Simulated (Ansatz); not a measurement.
An Ansatz input:

```yaml
crystal:
  lattice:
    - [0.0, 1.7482532902, 1.7482532902]
    - [1.7482532902, 0.0, 1.7482532902]
    - [1.7482532902, 1.7482532902, 0.0]
  atoms:
    - { symbol: Mn, position: [0.0, 0.0, 0.0], spin: 3.0 }
hamiltonian:
  xc: blyp
  pseudopotentials:
    kind: paw
    azcp:
      Mn: "pseudopotentials/Mn.paw.azcp"
basis:
  ecutwfc: 420
  fft_grid_basis: typed
kpoints:
  mp_grid: { grid: [17, 17, 17], shift: [0, 0, 0] }
magnetization:
  spin_polarized: true
scf:
  occupations: { method: fermi_dirac, width: 0.05 }
  lower_state_search: "off"
output:
  stress: true
```

and its output:

```
Engine: ansatz 0.2.0, aarch64-unknown-linux-gnu
Pseudopotentials: kind: paw
Pseudopotential: Mn, paw, valence charge 15, recommended cutoff 420 eV (normal) 
Functional definition: BLYP
  parameter beta = 0.0042
  parameter a = 0.04918
  parameter b = 0.132
  parameter c = 0.2533
  parameter d = 0.349
  exchange = b88_x(beta = beta)
  correlation = lyp_c(a = a, b = b, c = c, d = d)
Crystal: 1 atoms, lattice volume = 10.687 Å³
Basis set: ecut = 420 eV, 181 PW (Γ), exchange–correlation on 36×36×36 points (8 copies of the dense FFT grid, shifted against one another)
Bands: 13, of which v1, the nominal top of the filled ones, is band 8 counted from 1 (7 counted from 0)
Symmetry: 48 space group operations
Space group: Fm-3m (ITA 225), of the structure as read, at distance tolerance 2.2e-5 Å
Magnetic group: BNS 225.116 (UNI 1618), of the structure as read, at distance tolerance 2.2e-5 Å
k-points: 165 of 4913
Non-local potential: Mn, projectors of the file, l = 0: 3, l = 1: 2, l = 2: 3, l = 3: 1
PAW form: soft (Blöchl's): semilocal exchange-correlation on the pseudo side does not see the compensation charge
PAW frozen core: Mn, regenerated for the run's functional, and the local potential with it (the file was generated under x = pbe(κ = 0.804, μ = 0.2195149727645171), c = pbe(β = 0.06672455060314922))
PAW one-centre angular grid: Mn, 590 points (default); XC on 64 Gauss nodes
Initial density: superposition of atomic densities (chi_scale 0.1, normalization cell)
Starting moments: Σ|m| = 3 μB on 1 of 1 site
Initial wavefunctions: pseudopotential atomic-orbital guess
Functional: x = b88, c = lyp
iter 1 solved again at ethr=2.78e-3 eV; its pass at ethr=3.10e-3 eV (dr2=4.17e-1 eV) is discarded
SCF iter   1: F=—  HF=-3905.524454 eV  |F-HF|=—  |Δ(HF+E_count)|=         —  Δρ=1.46e-1 (↑1.46e-1 ↓8.57e-2)  dr2=4.17e-1  dr2_m=1.27e0  M=1.760 μB ∫|m|=1.771 μB  β_m=0.30  ethr=2.78e-3  ⟨swp⟩=1.0  Hψ=26795  notcnv=0
Mixer restart at iter 1: flushing history
spin-set hold released at iteration 1 (the charge has settled, or the pull on large starting moments outlasts its swing): the magnetisation degrees of freedom join the quasi-Newton model from the next iteration; the mixer history was flushed
SCF iter   2: F=—  HF=-3905.545541 eV  |F-HF|=—  |Δ(HF+E_count)|=   2.11e-2  Δρ=8.54e-2 (↑8.38e-2 ↓8.54e-2)  dr2=5.42e-3  dr2_m=6.99e-1  M=1.700 μB ∫|m|=1.711 μB  β_m=0.53  ethr=2.78e-3  ⟨swp⟩=2.6  Hψ=7326  notcnv=0
SCF iter   3: F=—  HF=-3905.848826 eV  |F-HF|=—  |Δ(HF+E_count)|=   3.03e-1  Δρ=1.11e-1 (↑1.11e-1 ↓4.38e-2)  dr2=4.12e-1  dr2_m=5.52e-1  M=1.227 μB ∫|m|=1.247 μB  β_m=0.34  ethr=3.61e-5  ⟨swp⟩=3.0  Hψ=11918  notcnv=0  defer=84
SCF iter   4: F=—  HF=-3905.900229 eV  |F-HF|=—  |Δ(HF+E_count)|=   5.14e-2  Δρ=4.36e-2 (↑3.42e-2 ↓4.36e-2)  dr2=9.52e-3  dr2_m=1.47e-1  M=0.791 μB ∫|m|=0.816 μB  β_m=0.45  ethr=3.61e-5  ⟨swp⟩=3.2  Hψ=10671  notcnv=0  defer=108
SCF iter   5: F=—  HF=-3905.949209 eV  |F-HF|=—  |Δ(HF+E_count)|=   4.90e-2  Δρ=1.39e-2 (↑1.39e-2 ↓1.22e-2)  dr2=3.59e-3  dr2_m=1.50e-2  M=0.251 μB ∫|m|=0.307 μB  β_m=0.88  ethr=3.61e-5  ⟨swp⟩=2.3  Hψ=10174  notcnv=0  defer=142
SCF iter   6: F=—  HF=-3905.969648 eV  |F-HF|=—  |Δ(HF+E_count)|=   2.04e-2  Δρ=1.74e-2 (↑1.74e-2 ↓8.14e-3)  dr2=6.98e-3  dr2_m=1.55e-2  M=0.362 μB ∫|m|=0.369 μB  β_m=0.94  ethr=2.40e-5  ⟨swp⟩=2.1  Hψ=8438  notcnv=0  defer=144
SCF iter   7: F=—  HF=-3905.978883 eV  |F-HF|=—  |Δ(HF+E_count)|=   9.24e-3  Δρ=3.42e-3 (↑2.29e-3 ↓3.42e-3)  dr2=1.05e-3  dr2_m=3.83e-4  M=0.132 μB ∫|m|=0.135 μB  β_m=0.97  ethr=2.40e-5  ⟨swp⟩=2.7  Hψ=8596  notcnv=0  defer=152
SCF iter   8: F=—  HF=-3905.980320 eV  |F-HF|=—  |Δ(HF+E_count)|=   1.44e-3  Δρ=2.33e-3 (↑2.33e-3 ↓1.02e-3)  dr2=2.93e-4  dr2_m=2.17e-4  M=0.030 μB ∫|m|=0.032 μB  β_m=0.99  ethr=7.03e-6  ⟨swp⟩=2.0  Hψ=8673  notcnv=0  defer=141
SCF iter   9: F=—  HF=-3905.980541 eV  |F-HF|=—  |Δ(HF+E_count)|=   2.20e-4  Δρ=4.85e-4 (↑4.85e-4 ↓1.52e-4)  dr2=2.25e-5  dr2_m=3.73e-6  M=0.008 μB ∫|m|=0.008 μB  β_m=0.99  ethr=1.96e-6  ⟨swp⟩=2.3  Hψ=7007  notcnv=0  defer=139
SCF iter  10: F=—  HF=-3905.980544 eV  |F-HF|=—  |Δ(HF+E_count)|=   3.51e-6  Δρ=4.69e-5 (↑3.67e-5 ↓4.69e-5)  dr2=1.43e-7  dr2_m=1.07e-7  M=0.004 μB ∫|m|=0.004 μB  β_m=1.00  ethr=1.50e-7  ⟨swp⟩=2.9  Hψ=6918  notcnv=0  defer=136
iter 11 did not close the SCF: its close was put off for a magnetic moment that had not settled (scf_convergence_deferred on its scf_iter line)
SCF iter  11: F=-3905.980545 eV  HF=-3905.980545 eV  |F-HF|=1.49e-8  |Δ(HF+E_count)|=   6.35e-7  Δρ=2.57e-5 (↑2.57e-5 ↓2.44e-5)  dr2=5.49e-10  dr2_m=6.10e-8  M=0.002 μB ∫|m|=0.002 μB  β_m=1.00  ethr=6.67e-10  ⟨swp⟩=4.0  Hψ=12985  notcnv=0
iter 12 did not close the SCF: its close was put off for a magnetic moment that had not settled (scf_convergence_deferred on its scf_iter line)
SCF iter  12: F=-3905.980545 eV  HF=-3905.980545 eV  |F-HF|=2.78e-9  |Δ(HF+E_count)|=   1.36e-7  Δρ=1.66e-5 (↑1.04e-5 ↓1.66e-5)  dr2=2.67e-9  dr2_m=1.71e-8  M=0.001 μB ∫|m|=0.001 μB  β_m=0.93  ethr=3.66e-12  ⟨swp⟩=1.8  Hψ=14228  notcnv=0
iter 13 did not close the SCF: its close was put off for a magnetic moment that had not settled (scf_convergence_deferred on its scf_iter line)
SCF iter  13: F=-3905.980545 eV  HF=-3905.980545 eV  |F-HF|=7.84e-10  |Δ(HF+E_count)|=   4.52e-8  Δρ=6.57e-6 (↑6.57e-6 ↓6.02e-6)  dr2=1.17e-10  dr2_m=3.77e-9  M=0.001 μB ∫|m|=0.001 μB  β_m=0.97  ethr=3.66e-12  ⟨swp⟩=1.6  Hψ=13552  notcnv=0
SCF iter  14: F=-3905.980545 eV  HF=-3905.980545 eV  |F-HF|=2.55e-11  |Δ(HF+E_count)|=   9.16e-9  Δρ=5.50e-7 (↑2.70e-7 ↓5.50e-7)  dr2=3.52e-11  dr2_m=5.44e-12  M=-0.000 μB ∫|m|=0.000 μB  ethr=1.00e-12  ⟨swp⟩=1.4  Hψ=13645  notcnv=0
WARN: the starting moments were not kept: the SCF closed with an absolute magnetisation of 2.1e-5 μB, where they sum to 3 μB in size (1 site). That is at most 0.1 of that sum. Measured as dr2_m measures the in/out step, that magnetisation stands 6.6e-10 eV from none, at or under the dr2_threshold of 1.0e-7 eV: it is no larger than a step whose dr2_m would equal this threshold. The system may hold no moment; this SCF shows only that its start led to no more than that. To try another start: raise the starting moments (crystal.atoms[].spin, magnetization.per_species, magnetization.initial_magnetization, or on a non-collinear deck that types none of these the spinor_matrix: blocks that start its atoms; where the total moment is fixed, keep their sum and leave initial_magnetization as it is; typed ones take the place of any that the run laid by itself, positive ones on a crystal's lanthanoids without a Hubbard term where scf.initial_density.shell_occupations: [] is typed) or, if the notice of its spin-set hold's release reads "site moments contracting" or "site moments show no strong build", lengthen the hold (scf.mixing.spin_hold: { on: { confirm: 4 } }; for m-r²SCAN on two components see the key's manual first). Each may lead to a state that holds a moment. A second SCF, from the converged charge density, with the starting moments and any scf.initial_density.shell_occupations laid on it anew, would have followed, and was not run: the deck does not ask for one (magnetization.retry_lost_moments is false, the default). To let it run, set magnetization.retry_lost_moments: true and run the deck again, where that key's refused combinations let it; where memory then withholds it, that run's warning says so.
SCF 1 converged in 14 iterations: F = -3905.980545 eV  dr2 = 3.52e-11
SCF converged after 14 iterations
Magnetization: -0.0000 μB (7.5000 up, 7.5000 down)
Absolute magnetization: 0.0000 μB (∫|ρ↑−ρ↓|, with the PAW one-centre terms)
Spin contamination: 0.0000 ħ² per cell (⟨S²⟩ above its minimum at these occupations)
Per-site moments (μB) at R_I (Å): [(-2.032262625411426e-5, 1.0198664493039935)]
Free energy (F): -3905.980545 eV
Harris-Foulkes:  -3905.980545 eV  (|F-HF|=2.55e-11)
Internal energy: -3905.967267 eV  (E = F + TS)
E sigma→0 (E₀):  -3905.973906 eV
Entropy (-TS):   -0.013279 eV (-13.279 meV/atom)
Fermi energy:    20.932182 eV
--- Per-component energies (eV) ---
  E_band       = -147.423015
  E_kinetic    = 309.395102
  E_local      = -1559.715414  (includes V_loc(G=0)·N_el)
  E_nonlocal   = 236.243073
  E_hartree    = 652.576196
  E_xc         = -114.041621
  E_vxc        = -145.842259  (∫ρ·V_xc dr)
  E_paw        = -1306.232852  (= ΣΔE_a)
  E_vpaw       = -292.656210  (= ΣTr[D̂ρ^β])
  E_aug_tail   = -0.000009  (compensation charges beyond the density's cutoff)
  E_ewald      = -2124.204124
  E_core_change = 0.012382  (= ΣΔE_core)
  E_smearing   = -0.013279  (= −TS)
  E_closure    = 0.000000  (closes the sum)
  Σ components = -3905.980545   (vs F -3905.980545, Δ=0.00e0)
--- Stress (GPa, compression-positive) ---
       11.517234       0.000000       0.000000
        0.000000      11.517234       0.000000
        0.000000      -0.000000      11.517234
  P = ⅓ Tr σ = 11.5172 GPa (115.172 kbar)
```
